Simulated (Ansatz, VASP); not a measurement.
**MgB2: VASP beside Ansatz**

The input INCAR:

```
ALGO = Normal
EDIFF = 1E-6
ENCUT = 520
GGA = PS
ISIF = 2
ISMEAR = 0
LASPH = True
LCHARG = False
LREAL = False
LWAVE = False
NBANDS = 11
NELM = 80
PREC = Accurate
SIGMA = 0.15
```

KPOINTS

```
k-points
0
Gamma
  18 18 14
```

The input POSCAR:

```
MgB2
1.0
    2.8167556995      0.0000000000      0.0000000000
   -1.4083778498      2.4393819920      0.0000000000
    0.0000000000      0.0000000000      3.3642781601
Mg B
1 2
Direct
    0.0000000000      0.0000000000      0.0000000000
    0.3333333333      0.6666666667      0.5000000000
    0.6666666667      0.3333333333      0.5000000000
```

Input for Ansatz:

```yaml
crystal:
  lattice:
    - [2.8167556995, 0.0, 0.0]
    - [-1.4083778498, 2.439381992, 0.0]
    - [0.0, 0.0, 3.3642781601]
  atoms:
    - { symbol: Mg, position: [0.0, 0.0, 0.0] }
    - { symbol: B, position: [0.3333333333, 0.6666666667, 0.5] }
    - { symbol: B, position: [0.6666666667, 0.3333333333, 0.5] }
basis:
  ecutwfc: 420
kpoints:
  mp_grid: { grid: [18, 18, 14] }
hamiltonian:
  xc: pbesol
scf:
  occupations: { method: gaussian, width: 0.15 }
output:
  forces: true
  stress: true
  eigenvalues: true
```

Change from the starting cell: strain -0.080 along x and y, -0.040 along z, atoms carried along.

Alike in both runs: task single point; functional PBEsol; k mesh 18 × 18 × 14; occupations gaussian, width 0.15 eV; no spin polarisation.

|  | VASP | Ansatz |
| --- | --- | --- |
| version | VASP 6.6.1 | Ansatz 0.2.0 |
| potentials or method | VASP PAW PBE potentials, release 64 (Mg, B) | scalar-relativistic, plane waves, PAW |
| plane-wave cutoff (eV) | 520 | 420 |
| valence electrons in the cell | 8 | 16 |

|  | VASP | Ansatz | Ansatz less VASP |
| --- | --- | --- | --- |
| gap on the k mesh at the Fermi level (eV) | none | none | - |
| pressure (GPa) | 50.3 | 49.8 | -0.47 |
| largest component of the traceless stress (GPa) | 25.82 | 25.60 | -0.214 |

A gap of «none» marks a metal or a gap that the smearing closes. The two sets of potentials don't hold the same shells in valence.

Caveats: so large a pressure means that the cell lies far from this level's equilibrium, or that cutoff or potentials fall short (VASP); the potentials were made for another functional, which shifts forces and pressure (VASP).
